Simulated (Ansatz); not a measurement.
The system is Ta2C.

```
CELL_PARAMETERS angstrom
3.10590 0.00000 0.00000
-1.55295 2.68979 0.00000
0.00000 0.00000 4.94640
ATOMIC_POSITIONS crystal
Ta 0.66667 0.33333 0.74799
Ta 0.33333 0.66667 0.25201
C 0.00000 0.00000 0.00000
```

```yaml
Program: Ansatz 0.2.0
Task: relaxation of cell and atoms
Functional: LDA
Potentials_or_basis: Ansatz PAW
Cutoff: "420 eV (not typed: the program's choice for these potentials)"
k_mesh: 10 × 10 × 6
Occupations: fermi-dirac, width 0.05 eV
Spin: no spin polarisation
Hubbard_terms: Ta d U = 2 eV
```

At the start: volume 13.77 Å³/atom.

Problem. How do energy, volume and symmetry change on relaxing?

Solution. It ends after 5 steps and the volume is 13.42 Å³/atom (-2.6 %); space group P-3m1 (No. 164, to 0.05 Å).

Step by step:
| step | energy change (eV) | largest force (eV/Å) | volume (Å³) |
| --- | --- | --- | --- |
| 1 | 0.0000 | 0.0302 | 41.32 |
| 2 | -0.0230 | 0.1106 | 40.50 |
| 3 | -0.0248 | 0.0195 | 40.34 |
| 4 | -0.0252 | 0.0022 | 40.25 |
| 5 | -0.0240 | 0.0025 | 40.25 |

Final structure:
```
Ta C
1.0
     3.08146    0.00000    0.00000
    -1.54073    2.66862    0.00000
     0.00000    0.00000    4.89506
Ta C
2 1
Direct
  0.66667 0.33333 0.74658
  0.33333 0.66667 0.25342
  0.00000 0.00000 0.00000
```

Caveat: the plane-wave basis is chosen anew once the cell has moved, so the energies of steps on either side of that aren't comparable; U without spin polarisation on a metal has little footing; the PAW data sets come from PBE, with cores solved anew for the run's functional, which leaves a small shift of forces and pressure; the U is typed as a test and isn't derived for this compound.
